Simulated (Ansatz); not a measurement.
A trial cell of TaN, before relaxation:

```xyz
4
Lattice="3.2250 0.0000 0.0000 0.0000 4.4132 0.0000 0.0000 0.0000 3.0763" Properties=species:S:1:pos:R:3 pbc="T T T"
Ta    1.6125    2.2066    2.1759
Ta    0.0000    0.0000    0.9004
N     0.0000    2.2066    0.6614
N     1.6125    0.0000    2.4148
```

Method: DFT PBE, scalar-relativistic, plane waves, PAW (Ansatz). Cutoff 420 eV, Gaussian smearing, Γ-centred meshes. Cell and atoms relax first on a coarse mesh and then on a finer one. In between, the cell is made exact in the group found at 0.06 Å. In metals the finer mesh still leaves noise of several meV/atom or more. The steps can't lower the symmetry of their start. No spin polarisation in the relaxation; trial moments died out in a coarse test.

A guess keeps its type if space group and coordination stay and the shape of the cell changes little (axis ratios within about 15 %, angles within 6°); the volume may change.

Task: Does it keep its structure type, or change into something else?

Result: It keeps its type. The symmetry stays Pmmn (No. 59). The volume per atom shrinks by 1.4 %, from 10.9 to 10.8 Å³. The shortest distance goes from 2.21 Å (Ta–N) to 2.20 Å (Ta–N). Counting neighbours within 15 % of an atom's shortest distance, the start has N 6, Ta 6 and the end N 6, Ta 6.

The last run used a 16×12×14 mesh (in the run's order of axes) for its 4-atom cell and Gaussian smearing of 0.10 eV. These runs have no spin–orbit coupling, which can matter for Ta. A structure relaxed within its symmetry needn't be a true minimum.
